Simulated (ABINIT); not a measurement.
A run of ABINIT 10.8.3 (patched build) is set up as follows.

Contents of run.abi:

```
ndtset 3

pp_dirpath "./"
pseudos "Co.upf, O.upf"

acell 3.0031709446 3.0031709446 3.0031709446 Angstrom
rprim
     0.0000000000     0.7071067812     0.7071067812
     0.7071067812     0.0000000000     0.7071067812
     0.7071067812     0.7071067812     0.0000000000
ntypat 2
znucl 27 8
natom 2
typat 1 2
chkprim 0
chksymtnons 0
tolsym 1.0e-6
xred
            0.0            0.0            0.0
            1/2            1/2            1/2

ecut 48.0
ecutsm 0.5

ngkpt 8 8 8
nshiftk 4
shiftk
     0.5000000000     0.5000000000     0.5000000000
     0.5000000000     0.0000000000     0.0000000000
     0.0000000000     0.5000000000     0.0000000000
     0.0000000000     0.0000000000     0.5000000000
istwfk *1

ixc 11

occopt 3
tsmear 0.05 eV

nsppol 2
spinat
     0.0000000000     0.0000000000     2.0000000000
     0.0000000000     0.0000000000     0.0000000000

nstep 80

iomode 3
prteig 0
prtebands 0

nband1 16
tolvrs1 1.0e-12
prtden1 1
prtwf1 0
kptopt1 1

iscf2 -3
getden2 1
nband2 24
nbdbuf2 4
tolwfr2 1.0e-12
nstep2 120
prtden2 0
kptopt2 1

optdriver3 8
wfk_task3 "wfk_optics_fullbz"
getwfk3 2
nband3 20
kptopt3 1
prtevk3 1
inclvkb3 2
```

Contents of optic.abi:

```
&FILES
 ddkfile_1 = 'runo_DS3_1_EVK.nc',
 ddkfile_2 = 'runo_DS3_2_EVK.nc',
 ddkfile_3 = 'runo_DS3_3_EVK.nc',
 wfkfile = 'runo_DS3_WFK.nc'
/
&PARAMETERS
 broadening = 0.007350,
 domega = 0.002,
 maxomega = 0.8,
 scissor = 0.000000,
 tolerance = 0.002
/
&COMPUTATIONS
 num_lin_comp = 1,
 lin_comp = 11,
 num_nonlin_comp = 0
/
```

Potentials or basis: PseudoDojo NC SR PBE v0.4.1 standard.

Command:

```console
$ abinit run.abi > log 2>&1
$ optic optic.abi > optic.log 2>&1
```

(1) Predict the site moments.

(2) Predict the net moment.

(3) Estimate the pressure.

Results:

(1) Co +2.59; O +0.36 μB.

(2) 2.99 μB per cell.

(3) 0.2 GPa.

Caveat: a cell with one magnetic atom can't hold antiferromagnetic order, which such compounds often take.
